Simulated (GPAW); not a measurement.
Here is a GPAW 26.7.0 calculation.

File run.py:

```python
import spglib
from ase import Atoms
from ase.calculators.mixing import SumCalculator
from ase.eos import EquationOfState
from ase.io import Trajectory, read
from ase.units import GPa
from dftd3.ase import DFTD3
from gpaw import GPAW, PW

atoms = read('MgO.cif')
cell, positions, numbers = spglib.find_primitive(
    (atoms.cell[:], atoms.get_scaled_positions(), atoms.numbers), symprec=1e-4)
atoms = Atoms(numbers, cell=cell, scaled_positions=positions, pbc=True)

traj = Trajectory('eos.traj', 'w')
volumes, energies = [], []
for x in [0.94, 0.96, 0.98, 1.0, 1.02, 1.04, 1.06]:
    a = atoms.copy()
    a.set_cell(atoms.cell * x**(1 / 3), scale_atoms=True)
    calc = GPAW(mode=PW(800),
                xc='PBE',
                kpts={'size': (9, 9, 9), 'gamma': True},
                occupations={'name': 'fermi-dirac', 'width': 0.05},
                nbands=16,
                convergence={'density': 1e-05, 'energy': 1e-05},
                maxiter=150,
                txt=f'eos-{x:.2f}.txt')
    a.calc = SumCalculator([calc, DFTD3(method='pbe', damping='d3bj')])
    energies.append(a.get_potential_energy())
    volumes.append(a.get_volume())
    p = -a.get_stress()[:3].mean() / GPa
    calc.write(f'eos-{x:.2f}.gpw')
    traj.write(a)
    print(f'{x:.2f} {volumes[-1]:10.4f} A^3 {energies[-1]:14.6f} eV {p:9.3f} GPa', flush=True)

v0, e0, B = EquationOfState(volumes, energies, eos='birchmurnaghan').fit()
print(f'V0 = {v0:.4f} A^3, E0 = {e0:.6f} eV, B0 = {B / GPa:.2f} GPa')
```

Contents of MgO.cif:

```cif
data_MgO
_cell_length_a 4.19400279
_cell_length_b 4.19400279
_cell_length_c 4.19400279
_cell_angle_alpha 90.00000000
_cell_angle_beta 90.00000000
_cell_angle_gamma 90.00000000
_space_group_name_H-M_alt 'Fm-3m'
_space_group_name_Hall '-F 4 2 3'
_space_group_IT_number 225
loop_
_space_group_symop_operation_xyz
'x,y,z'
'-x,-y,-z'
'-y,x,z'
'y,-x,-z'
'-x,-y,z'
'x,y,-z'
'y,-x,z'
'-y,x,-z'
'x,-y,-z'
'-x,y,z'
'-y,-x,-z'
'y,x,z'
'-x,y,-z'
'x,-y,z'
'y,x,-z'
'-y,-x,z'
'z,x,y'
'-z,-x,-y'
'z,-y,x'
'-z,y,-x'
'z,-x,-y'
'-z,x,y'
'z,y,-x'
'-z,-y,x'
'-z,x,-y'
'z,-x,y'
'-z,-y,-x'
'z,y,x'
'-z,-x,y'
'z,x,-y'
'-z,y,x'
'z,-y,-x'
'y,z,x'
'-y,-z,-x'
'x,z,-y'
'-x,-z,y'
'-y,z,-x'
'y,-z,x'
'-x,z,y'
'x,-z,-y'
'-y,-z,x'
'y,z,-x'
'-x,-z,-y'
'x,z,y'
'y,-z,-x'
'-y,z,x'
'x,-z,y'
'-x,z,-y'
'x,y+1/2,z+1/2'
'-x,-y+1/2,-z+1/2'
'-y,x+1/2,z+1/2'
'y,-x+1/2,-z+1/2'
'-x,-y+1/2,z+1/2'
'x,y+1/2,-z+1/2'
'y,-x+1/2,z+1/2'
'-y,x+1/2,-z+1/2'
'x,-y+1/2,-z+1/2'
'-x,y+1/2,z+1/2'
'-y,-x+1/2,-z+1/2'
'y,x+1/2,z+1/2'
'-x,y+1/2,-z+1/2'
[... 41 lines left out ...]
'y+1/2,-x,z+1/2'
'-y+1/2,x,-z+1/2'
'x+1/2,-y,-z+1/2'
'-x+1/2,y,z+1/2'
'-y+1/2,-x,-z+1/2'
'y+1/2,x,z+1/2'
'-x+1/2,y,-z+1/2'
'x+1/2,-y,z+1/2'
'y+1/2,x,-z+1/2'
'-y+1/2,-x,z+1/2'
'z+1/2,x,y+1/2'
'-z+1/2,-x,-y+1/2'
'z+1/2,-y,x+1/2'
'-z+1/2,y,-x+1/2'
'z+1/2,-x,-y+1/2'
'-z+1/2,x,y+1/2'
'z+1/2,y,-x+1/2'
'-z+1/2,-y,x+1/2'
'-z+1/2,x,-y+1/2'
'z+1/2,-x,y+1/2'
'-z+1/2,-y,-x+1/2'
'z+1/2,y,x+1/2'
'-z+1/2,-x,y+1/2'
'z+1/2,x,-y+1/2'
'-z+1/2,y,x+1/2'
'z+1/2,-y,-x+1/2'
'y+1/2,z,x+1/2'
'-y+1/2,-z,-x+1/2'
'x+1/2,z,-y+1/2'
'-x+1/2,-z,y+1/2'
'-y+1/2,z,-x+1/2'
'y+1/2,-z,x+1/2'
'-x+1/2,z,y+1/2'
'x+1/2,-z,-y+1/2'
'-y+1/2,-z,x+1/2'
'y+1/2,z,-x+1/2'
'-x+1/2,-z,-y+1/2'
'x+1/2,z,y+1/2'
'y+1/2,-z,-x+1/2'
'-y+1/2,z,x+1/2'
'x+1/2,-z,y+1/2'
'-x+1/2,z,-y+1/2'
'x+1/2,y+1/2,z'
'-x+1/2,-y+1/2,-z'
'-y+1/2,x+1/2,z'
'y+1/2,-x+1/2,-z'
'-x+1/2,-y+1/2,z'
'x+1/2,y+1/2,-z'
'y+1/2,-x+1/2,z'
'-y+1/2,x+1/2,-z'
'x+1/2,-y+1/2,-z'
'-x+1/2,y+1/2,z'
'-y+1/2,-x+1/2,-z'
'y+1/2,x+1/2,z'
'-x+1/2,y+1/2,-z'
'x+1/2,-y+1/2,z'
'y+1/2,x+1/2,-z'
'-y+1/2,-x+1/2,z'
'z+1/2,x+1/2,y'
'-z+1/2,-x+1/2,-y'
'z+1/2,-y+1/2,x'
'-z+1/2,y+1/2,-x'
'z+1/2,-x+1/2,-y'
'-z+1/2,x+1/2,y'
'z+1/2,y+1/2,-x'
'-z+1/2,-y+1/2,x'
'-z+1/2,x+1/2,-y'
'z+1/2,-x+1/2,y'
'-z+1/2,-y+1/2,-x'
'z+1/2,y+1/2,x'
'-z+1/2,-x+1/2,y'
'z+1/2,x+1/2,-y'
'-z+1/2,y+1/2,x'
'z+1/2,-y+1/2,-x'
'y+1/2,z+1/2,x'
'-y+1/2,-z+1/2,-x'
'x+1/2,z+1/2,-y'
'-x+1/2,-z+1/2,y'
'-y+1/2,z+1/2,-x'
'y+1/2,-z+1/2,x'
'-x+1/2,z+1/2,y'
'x+1/2,-z+1/2,-y'
'-y+1/2,-z+1/2,x'
'y+1/2,z+1/2,-x'
'-x+1/2,-z+1/2,-y'
'x+1/2,z+1/2,y'
'y+1/2,-z+1/2,-x'
'-y+1/2,z+1/2,x'
'x+1/2,-z+1/2,y'
'-x+1/2,z+1/2,-y'
loop_
_atom_site_label
_atom_site_type_symbol
_atom_site_symmetry_multiplicity
_atom_site_Wyckoff_symbol
_atom_site_fract_x
_atom_site_fract_y
_atom_site_fract_z
_atom_site_occupancy
Mg1 Mg 4 a 0.0000000000 0.0000000000 0.0000000000 1
O1 O 4 b 0.5000000000 0.0000000000 0.0000000000 1
```

Potentials or basis: GPAW PAW data sets (gpaw-data 1.2.1), pw.

Launch:

```sh
$ OMP_NUM_THREADS=1 python run.py
```

(1) What does it give for the bulk modulus?

(2) Estimate the pressure derivative of the bulk modulus.

(3) What does it give for the equilibrium volume?

Results:

(1) 161 GPa.

(2) 4.2.

(3) 9.32 Å³/atom.
